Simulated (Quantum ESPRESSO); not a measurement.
GaP:

```
Ga P
1.0
     0.00000    2.72525    2.72525
     2.72525    0.00000    2.72525
     2.72525    2.72525    0.00000
Ga P
1 1
Direct
  0.00000 0.00000 0.00000
  0.75000 0.75000 0.75000
```

```yaml
Program: Quantum ESPRESSO 7.5
Task: phonons
Functional: BLYP
Potentials_or_basis: PseudoDojo 0.4.1 SR PBE standard
Cutoff: 1088 eV
Density_cutoff: 4354 eV
k_mesh: 6 × 6 × 6, shifted
Occupations: fermi-dirac, width 0.05 eV
Spin: no spin polarisation
Mixing_beta: 0.5
Most_SCF_iterations: 120
SCF_threshold: 4e-10 Ry
```

The first run showed a gap, so the response started from a second, tighter run with fixed occupations.

**Question.** How polar is the lattice: what are the Born charges, the two dielectric constants and the LO-TO splitting?

**Answer.** Born charges ±2.15 e; dielectric constants 10.49 (electrons alone) and 12.47 (static); transverse and longitudinal modes at 363 and 396 cm⁻¹.

Caveat: the cell is more than 3 GPa from zero pressure, which shifts response properties; before the sum rule the acoustic modes lie tens of cm⁻¹ from zero, a sign that the density grid also shifts the optical modes.
